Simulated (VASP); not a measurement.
## InSb in VASP 6.6.1, single-point calculation

INCAR

```
LWAVE = .FALSE.
LREAL = .FALSE.
IBRION = -1
SIGMA = 0.02
NELM = 120
ISIF = 2
EDIFF = 0.0001
ENCUT = 520
PREC = Accurate
ALGO = VeryFast
LASPH = .TRUE.
LCHARG = .FALSE.
NBANDS = 16
NSW = 0
GGA = PE
ISMEAR = -1
```

KPOINTS

```
KPOINTS created by Atomic Simulation Environment
0
Gamma
6 6 6
0 0 0
```

POSCAR

```
In Sb
 1.0000000000000000
     0.0000000000000000    3.2795130174999998    3.3451032778999998
     3.2795130174999998    0.0000000000000000    3.3451032778999998
     3.2795130174999998    3.2795130174999998    0.0000000000000000
 In  Sb
   1   1
Cartesian
  0.0000000000000000  0.0000000000000000  0.0000000000000000
  1.6397565087499999  1.6397565087499999  1.6725516389499999
```

The recommended PBE PAW datasets give the neutral cell 18 valence electrons.

Command

```
mpirun -np 1 vasp_std
```

Problem. Predict the outcome of this run.

Solution. It converged. Results: gap between bands v and c on the k mesh 0.00 eV; least direct gap on the k mesh 0.00 eV; pressure 0.7 GPa. Band v is the last that the valence electrons fill when counted band by band, and c is the next.

OSZICAR

```
N       E                     dE             d eps       ncg     rms          rms(c)
RMM:   1     0.112431533028E+03    0.11243E+03   -0.57854E+03   480   0.915E+02
RMM:   2    -0.841358431864E+01   -0.12085E+03   -0.15788E+03   480   0.235E+02
RMM:   3    -0.378771945788E+01    0.46259E+01   -0.13462E+02   480   0.115E+02
RMM:   4    -0.667583046735E+01   -0.28881E+01   -0.25814E+01   480   0.533E+01
RMM:   5    -0.703221977442E+01   -0.35639E+00   -0.94125E+00   480   0.308E+01
RMM:   6    -0.703265692846E+01   -0.43715E-03   -0.44654E+00   480   0.194E+01
RMM:   7    -0.704345917936E+01   -0.10802E-01   -0.26612E+00   480   0.132E+01
RMM:   8    -0.704237837107E+01    0.10808E-02   -0.17131E+00   480   0.960E+00
RMM:   9    -0.699841201413E+01    0.43966E-01   -0.73184E-01  1638   0.718E+00
RMM:  10    -0.702841237503E+01   -0.30000E-01   -0.11675E-01  1599   0.179E+00
RMM:  11    -0.703062794249E+01   -0.22156E-02   -0.23348E-02  1571   0.789E-01
RMM:  12    -0.703112991514E+01   -0.50197E-03   -0.50852E-03  1377   0.316E-01    0.379E+00
RMM:  13    -0.693799775316E+01    0.93132E-01   -0.11839E-01  1325   0.353E+00    0.219E+00
RMM:  14    -0.692696727524E+01    0.11030E-01   -0.62181E-02  1163   0.170E+00    0.587E-01
RMM:  15    -0.692779052745E+01   -0.82325E-03   -0.12140E-02  1195   0.131E+00    0.103E-01
RMM:  16    -0.692853231895E+01   -0.74179E-03   -0.40053E-03  1298   0.611E-01    0.783E-02
RMM:  17    -0.692868670759E+01   -0.15439E-03   -0.13984E-03  1515   0.352E-01    0.690E-02
RMM:  18    -0.692873234660E+01   -0.45639E-04   -0.10832E-04   841   0.105E-01
   1 F= -.69287323E+01 E0= -.69285996E+01  d E =-.265427E-03
```

Standard output (part)

```
POSCAR found type information on POSCAR InSb
 POSCAR found :  2 types and       2 ions
 LDA part: xc-table for (Slater+PW92), standard interpolation
 POSCAR, INCAR and KPOINTS ok, starting setup
 WAVECAR not read
 entering main loop
```

For comparison, a separate PBE run of the intended cell, on usual settings and not on those above, gives a gap of 0.00 eV on its mesh and a pressure of 0.6 GPa.
